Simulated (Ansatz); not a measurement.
Crystal: Pd.

```
Pd
1.0
    -1.57228    1.57228    1.57228
     1.57228   -1.57228    1.57228
     1.57228    1.57228   -1.57228
Pd
1
Direct
  0.00000 0.00000 0.00000
```

This isn't the form of Pd at room conditions, which is fcc.

```yaml
Program: Ansatz 0.2.0
Task: relaxation of cell and atoms
Functional: PBE0
Potentials_or_basis: Ansatz PAW
Cutoff: "420 eV (not typed: the program's choice for these potentials)"
k_mesh: 6 × 6 × 6
Occupations: fermi-dirac, width 0.05 eV
Spin: no spin polarisation
```

At the start: volume 15.55 Å³/atom.

Q: How do energy, volume and symmetry change on relaxing?

A: It ends after 7 steps and the volume is 14.89 Å³/atom (-4.2 %); space group Im-3m (No. 229, to 0.05 Å).

Step by step:
| step | energy change (eV) | largest force (eV/Å) | volume (Å³) |
| --- | --- | --- | --- |
| 1 | 0.0000 | 0.0000 | 15.55 |
| 2 | -0.0073 | 0.0000 | 14.39 |
| 3 | -0.0161 | 0.0000 | 14.94 |
| 4 | -0.0163 | 0.0000 | 14.89 |
| 5 | -0.0148 | 0.0000 | 14.89 |
| 6 | -0.0148 | 0.0000 | 14.89 |
| 7 | -0.0148 | 0.0000 | 14.89 |

Final structure:
```xyz
1
Lattice="-1.5498 1.5498 1.5498 1.5498 -1.5498 1.5498 1.5498 1.5498 -1.5498" Properties=species:S:1:pos:R:3 pbc="T T T"
Pd    0.0000    0.0000    0.0000
```

Caveat: the k mesh is coarse (spacing up to 0.47 Å⁻¹), so the values aren't converged, least of all with exact exchange; the plane-wave basis is chosen anew once the cell has moved, so the energies of steps on either side of that aren't comparable; the PAW data sets come from PBE, with cores solved anew for the run's functional, which leaves a small shift of forces and pressure.
